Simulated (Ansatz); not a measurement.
Input and command of a calculation in Ansatz (plane waves; scalar-relativistic PAW potentials unless the input names others):

```yaml
crystal:
  lattice:
    - [0.0, 2.5575, 2.5575]
    - [2.5575, 0.0, 2.5575]
    - [2.5575, 2.5575, 0.0]
  atoms:
    - { symbol: Hf, position: [-0.0025294003, -0.0025294003, -0.0025294003] }
    - { symbol: O, position: [0.2641092441, 0.2641092441, 0.2641092441] }
    - { symbol: O, position: [0.7641092441, 0.7641092441, 0.7641092441] }
basis:
  ecutwfc: 420
  ecutrho_ratio: 0
kpoints:
  mp_grid: { grid: [8, 8, 8] }
hamiltonian:
  xc: pbe
scf:
  occupations: { method: gaussian, width: 0.05 }
  max_iter: 80
output:
  forces: true
  eigenvalues: true
  stress: true
```

```bash
ansatz run input.yaml --threads 2 --pin off --max-ram 5120MiB --backend cpu --events-out ev --progress --plain --runs-dir out
```

Problem. What will the program do with this input?

Solution. The program refuses it, because of a density cutoff too low for products of the waves, which reach up to 4 times the waves' cutoff (basis.ecutrho_ratio: not typed → 0). Without that key it is accepted.

Abridged log:
```
Error: invalid value for `basis.ecutrho_ratio`: must be in [1, 1024]; got 0
```